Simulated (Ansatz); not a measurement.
# SrO: the cost of one run

Method: DFT PBEsol, scalar-relativistic, plane waves, PAW, in Ansatz 0.2.0.

The COD cell was measured well above room temperature, so it is larger than a cold one.

1 further run of the same task is left out (set aside as unsound or not needed).

### Step 1. The starting structure

Symmetry: Fm-3m, No. 225, cubic system. Conventional cell: a = 4.270 Å, b = 4.270 Å, c = 4.270 Å, α = 90.00°, β = 90.00°, γ = 90.00°. Mg (site symmetry m-3m) is surrounded by 6 O at 2.14 Å. O (site symmetry m-3m) is surrounded by 6 Mg at 2.14 Å.

As a file:

```cif
data_structure
_symmetry_space_group_name_H-M 'Fm-3m'
_symmetry_Int_Tables_number 225
_cell_length_a 4.2703
_cell_length_b 4.2703
_cell_length_c 4.2703
_cell_angle_alpha 90.000
_cell_angle_beta 90.000
_cell_angle_gamma 90.000
_cell_volume 77.87
loop_
_atom_site_label
_atom_site_type_symbol
_atom_site_symmetry_multiplicity
_atom_site_Wyckoff_symbol
_atom_site_fract_x
_atom_site_fract_y
_atom_site_fract_z
_atom_site_occupancy
Mg1 Mg 4 a 0.00000 0.00000 0.00000 1
O1 O 4 b 0.50000 0.00000 0.00000 1
```

The structure comes from the Crystallography Open Database.

### Step 2. Substitution of an element, cell strained: Mg → Sr, first probe

The change: Sr takes all sites of Mg, and lengths are scaled by 1.157 as a first guess of the size; strain xx, yy, zz, yz, xz, xy = +0.3, +0.3, +0.3, +0.0, +0.0, +0.0 %.

File input.yaml:

```yaml
crystal:
  lattice:
    - [0.0, 2.4759652423, 2.4759652423]
    - [2.4759652423, 0.0, 2.4759652423]
    - [2.4759652423, 2.4759652423, 0.0]
  atoms:
    - { symbol: Sr, position: [0.0, 0.0, 0.0] }
    - { symbol: O, position: [0.5, 0.5, 0.5] }
basis:
  ecutwfc: 420
kpoints:
  mp_grid: { grid: [6, 6, 6] }
hamiltonian:
  xc: pbesol
scf:
  occupations: { method: gaussian, width: 0.1 }
output:
  forces: true
  stress: true
  eigenvalues: true
```

On the command line:

```bash
$ ansatz run input.yaml --threads 1 --pin off --max-ram 1331MiB --backend cpu --events-out ev --progress --plain --runs-dir out
```

**Question.** How long does this run take on 1 thread of an x86-64 CPU, shared host, and how much memory does it need?

About 1.4 s, with a peak of 0.29 GiB.
